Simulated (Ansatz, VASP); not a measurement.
# SnO2 in VASP and in Ansatz

Contents of INCAR:

```
SYSTEM = SnO2
  PREC = Accurate
  ENCUT = 520
  EDIFF = 1E-7
  ISMEAR = -1
  SIGMA = 0.05
  LREAL = .FALSE.
  LASPH = .TRUE.
  NELM = 60
  ALGO = Normal
  ISIF = 2
  LWAVE = .FALSE.
  LCHARG = .FALSE.
  GGA = PE
  NBANDS = 35
```

File KPOINTS:

```
Automatic mesh
0
G
  6 6 8
  0 0 0
```

The input POSCAR:

```
SnO2
1.0
    4.8819102722      0.0000000000      0.0000000000
    0.0000000000      4.9620294086      0.0000000000
    0.0000000000      0.0000000000      3.3044611570
Sn O
2 4
Direct
    0.0000000000      0.0000000000      0.0000000000
    0.5000000000      0.5000000000      0.5000000000
    0.7081450000      0.6789580000      0.0000000000
    0.2081450000      0.8210420000      0.5000000000
    0.7918550000      0.1789580000      0.5000000000
    0.2918550000      0.3210420000      0.0000000000
```

The input input.yaml:

```yaml
crystal:
  lattice:
    - [4.8819102722, 0.0, 0.0]
    - [0.0, 4.9620294086, 0.0]
    - [0.0, 0.0, 3.304461157]
  atoms:
    - { symbol: Sn, position: [0.0, 0.0, 0.0] }
    - { symbol: Sn, position: [0.5, 0.5, 0.5] }
    - { symbol: O, position: [0.708145, 0.678958, 0.0] }
    - { symbol: O, position: [0.208145, 0.821042, 0.5] }
    - { symbol: O, position: [0.791855, 0.178958, 0.5] }
    - { symbol: O, position: [0.291855, 0.321042, 0.0] }
hamiltonian:
  xc: pbe
  pseudopotentials: { kind: paw }
kpoints:
  mp_grid: { grid: [6, 6, 8] }
scf:
  occupations: { method: fermi_dirac, width: 0.05 }
output:
  forces: true
  stress: true
  eigenvalues: true
  write_density: true
  write_potential: true
  elf: true
  volumetric_format: npy
```

Change from the starting cell: volume scaled by 1.06.

Alike in both runs: task single point; functional PBE; k mesh 6 × 6 × 8; occupations fermi-dirac, width 0.05 eV; no spin polarisation.

|  | VASP | Ansatz |
| --- | --- | --- |
| version | VASP 6.6.1 | Ansatz 0.2.0 |
| potentials or method | VASP PAW PBE potentials, release 64 (Sn_d, O) | Ansatz PAW |
| plane-wave cutoff (eV) | 520 | 420 |
| valence electrons in the cell | 52 | 52 |

```csv
,VASP,Ansatz,Ansatz less VASP
gap on the k mesh at the Fermi level (eV),0.35,0.35,+0.008
least direct gap on the mesh (eV),0.43,0.44,+0.005
pressure (GPa),-9.0,-9.5,-0.47
largest component of the traceless stress (GPa),1.86,2.03,+0.173
rms of the force components (eV/Å),0.099,0.106,+0.0066
```

Atom by atom the forces differ by 0.007 eV/Å (rms over components).

Caveats: spin-orbit coupling is left out, which moves the levels of the heavy elements; the pressure holds a Pulay correction of +0.8 GPa for the finite cutoff (Ansatz). A k mesh can miss the band edges.
